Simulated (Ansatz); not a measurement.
Ni: pressure against volume

Ni, Fm-3m, a = 3.463 Å. Ansatz: PBEsol, PAW, 420 eV, Γ-centred 20×20×20 mesh on 1 atom, Gaussian smearing 0.10 eV; collinear spin, largest moment 0.7 μB. Symmetry fixes shape and atoms, so the cell is only scaled; pressure is positive in compression.

| V (Å³/atom) | P (GPa) |
| --- | --- |
| 9.138 | ? |
| 9.449 | 27.41 |
| 9.761 | 16.64 |
| 10.072 | 7.59 |
| 10.384 | 0.00 |
| 10.695 | -6.37 |
| 11.007 | -11.70 |
| 11.422 | -17.49 |

**Question.** Take V0 = 10.384 Å³/atom, fit the third-order Birch–Murnaghan form to the other rows, and predict the missing pressure.

**Answer.** With the Eulerian strain f = ½[(V0/V)^(2/3) − 1] and y = P/[3f(1 + 2f)^(5/2)], the form is the line y = B0 + 1.5 B0 (B0′ − 4) f. Rows (f, y): 0.03246, 240.5; 0.02106, 237.6; 0.01027, 234.1; -0.00974, 229.0; -0.01905, 225.6; -0.03077, 222.1. Means f = 0.0007050, y = 231.48; Σ(Δf)² = 0.003004, ΣΔfΔy = 0.8734; the slope is their ratio. y = 231.3 + 290.7 f GPa, so B0 = 231.3 GPa and B0′ = 4 + 2 × (290.7)/(3 × 231.3) = 4.84. At V = 9.138, f = 0.04448, y = 244.23 and P = 40.33 GPa. The run gave 40.26 GPa, so the fit is 0.07 GPa too high, a small miss on the scale of the series.